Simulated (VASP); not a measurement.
Output of a VASP run:

OSZICAR:
```
       N       E                     dE             d eps       ncg     rms          rms(c)
DAV:   1     0.727968662811E+02    0.72797E+02   -0.49400E+03   480   0.758E+02
DAV:   2    -0.228175589583E+01   -0.75079E+02   -0.69839E+02   712   0.151E+02
DAV:   3    -0.698646923813E+01   -0.47047E+01   -0.46949E+01   588   0.439E+01
DAV:   4    -0.702381359127E+01   -0.37344E-01   -0.37331E-01   560   0.482E+00
DAV:   5    -0.702412732845E+01   -0.31374E-03   -0.31368E-03   592   0.426E-01    0.170E+00
DAV:   6    -0.681109708448E+01    0.21303E+00   -0.32292E-01   528   0.292E+00    0.104E+00
DAV:   7    -0.677077939196E+01    0.40318E-01   -0.13569E-01   596   0.189E+00    0.512E-01
DAV:   8    -0.676780639344E+01    0.29730E-02   -0.73850E-03   576   0.559E-01    0.803E-02
DAV:   9    -0.676758768534E+01    0.21871E-03   -0.11605E-03   620   0.196E-01    0.650E-02
DAV:  10    -0.676759571745E+01   -0.80321E-05   -0.70019E-05   548   0.613E-02    0.127E-02
DAV:  11    -0.676759762292E+01   -0.19055E-05   -0.12949E-05   584   0.201E-02    0.331E-03
DAV:  12    -0.676759744168E+01    0.18124E-06   -0.34238E-06   548   0.108E-02
   1 F= -.67675974E+01 E0= -.67675974E+01  d E =-.102265E-10
```

OUTCAR:
```
------------------------ aborting loop because EDIFF is reached ----------------------------------------
  FORCE on cell =-STRESS in cart. coord.  units (eV):
  Direction    XX          YY          ZZ          XY          YZ          ZX
  --------------------------------------------------------------------------------------
  Total       -0.6659481     -0.6659481     -0.6659481     -0.0000000     -0.0000000      0.0000000
  in kB      -13.8392567    -13.8392567    -13.8392567     -0.0000000     -0.0000000      0.0000000
  external PRESSURE =     -13.8392567 kB  Pullay stress =       0.0000000 kB
  volume of cell :       77.10
      direct lattice vectors                 reciprocal lattice vectors
     4.256109000  0.000000000  0.000000000     0.234956389  0.000000000  0.000000000
     0.000000000  4.256109000  0.000000000     0.000000000  0.234956389  0.000000000
     0.000000000  0.000000000  4.256109000     0.000000000  0.000000000  0.234956389
 POSITION                                       TOTAL-FORCE (eV/Angst)
 -----------------------------------------------------------------------------------
      0.00000      0.00000      0.00000         0.000000      0.000000      0.000000
      2.12805      2.12805      2.12805         0.000000      0.000000      0.000000
 -----------------------------------------------------------------------------------
    total drift:                                0.000000      0.000000     -0.000000
  FREE ENERGIE OF THE ION-ELECTRON SYSTEM (eV)
  ---------------------------------------------------
  free  energy   TOTEN  =        -6.7675974417 eV

  energy  without entropy=       -6.7675974417  energy(sigma->0) =       -6.76759744
```
(Selected blocks of OUTCAR.)

**POSCAR**
```
CsBr
1
    4.2561090000     0.0000000000     0.0000000000
    0.0000000000     4.2561090000     0.0000000000
    0.0000000000     0.0000000000     4.2561090000
Cs Br
1 1
Direct
  0.0000000000   0.0000000000   0.0000000000
  0.5000000000   0.5000000000   0.5000000000
```

Task: Write an INCAR and KPOINTS that could have produced this output.

Result: This is not unique; one that fits is the input of the run itself, LDA (Ceperley-Alder, Perdew-Zunger), plane waves, VASP's LDA PAW potentials (set 64).

### INCAR
```
# general
SYSTEM   =  CsBr
PREC     =  Accurate
ENCUT    =  300
LREAL    =  .False.
LASPH    =  .True.

# electronic loop
EDIFF    =  1E-6
NELM     =  100
ALGO     =  Normal
LMAXMIX  =  4

# smearing
ISMEAR   =  -1
SIGMA    =  0.01

# ions
ISIF     =  2

# output
LWAVE    =  .False.
LCHARG   =  .False.
```

KPOINTS:
```
Regular mesh
0
Gamma
 6 6 6
```

POTCAR, in this order: Cs_sv Br (LDA.64 set). Program: vasp_std.

At this cut-off the stress carries a Pulay error, which pulls relaxed volumes low.

The structure is a typed CsBr crystal (Pm-3m). The cell was not relaxed at this level. The run is one of a series of settings (GGA removed, POTCAR Cs_sv Br (LDA.64 set) against the base run), some of them coarse on purpose.
